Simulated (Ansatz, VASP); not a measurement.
This is a calculation of InSb3 for VASP 6.6.1.

File INCAR:

```
PREC = Accurate ; ENCUT = 520
EDIFF = 1E-7 ; ISMEAR = -1
SIGMA = 0.05 ; LREAL = False
LASPH = True ; NELM = 60
ALGO = Normal ; ISIF = 2
LWAVE = False ; LCHARG = False
GGA = PS ; NBANDS = 22
```

Contents of KPOINTS:

```
regular mesh
0
Gamma
  6 6 6
```

Contents of POSCAR:

```
InSb3
1.0
    4.8696159243      0.0000000000      0.0000000000
    0.0000000000      4.8696159243      0.0000000000
    0.0000000000      0.0000000000      4.8696159243
Sb In
3 1
Direct
    0.5000000000      0.5000000000      0.0000000000
    0.0000000000      0.5000000000      0.5000000000
    0.5000000000      0.0000000000      0.5000000000
    0.0000000000      0.0000000000      0.0000000000
```

Potentials or basis: VASP PAW PBE potentials, release 64 (Sb, In_d).

The run is started by

```bash
$ cat potpaw_PBE.64/Sb/POTCAR potpaw_PBE.64/In_d/POTCAR > POTCAR
$ mpirun -np 1 vasp_std > vasp.out
```

Q: Set up the same calculation for Ansatz 0.2.0. Potentials there: Ansatz PAW.

A: As run (the cutoff follows the program's own potentials):

Contents of input.yaml:

```yaml
crystal:
  lattice:
    - [4.8696159243, 0.0, 0.0]
    - [0.0, 4.8696159243, 0.0]
    - [0.0, 0.0, 4.8696159243]
  atoms:
    - { symbol: Sb, position: [0.5, 0.5, 0.0] }
    - { symbol: Sb, position: [0.0, 0.5, 0.5] }
    - { symbol: Sb, position: [0.5, 0.0, 0.5] }
    - { symbol: In, position: [0.0, 0.0, 0.0] }
hamiltonian:
  xc: pbesol
  pseudopotentials: { kind: paw }
kpoints:
  mp_grid: { grid: [6, 6, 6] }
scf:
  occupations: { method: fermi_dirac, width: 0.05 }
output:
  forces: true
  stress: true
  eigenvalues: true
```

Potentials or basis: Ansatz PAW.

The run is started by

```bash
$ ansatz run input.yaml --threads 1 --pin off --max-ram 3584MiB --backend cpu --events-out ev --progress --plain --runs-dir out
```

Both were run:

|  | VASP | Ansatz | Ansatz less VASP |
| --- | --- | --- | --- |
| gap on the k mesh at the Fermi level (eV) | none | none | - |
| pressure (GPa) | -4.3 | -4.3 | +0.03 |

A gap of «none» marks a metal or a gap that the smearing closes. The two sets of potentials don't hold the same shells in valence.

Caveats: the PAW data sets were made with another functional, which shifts forces and pressure a little (VASP); the PAW data sets come from PBE, with cores solved anew for the run's functional, which leaves a small shift of forces and pressure (Ansatz). The runs have no spin-orbit coupling, so splittings on Sb are missing.
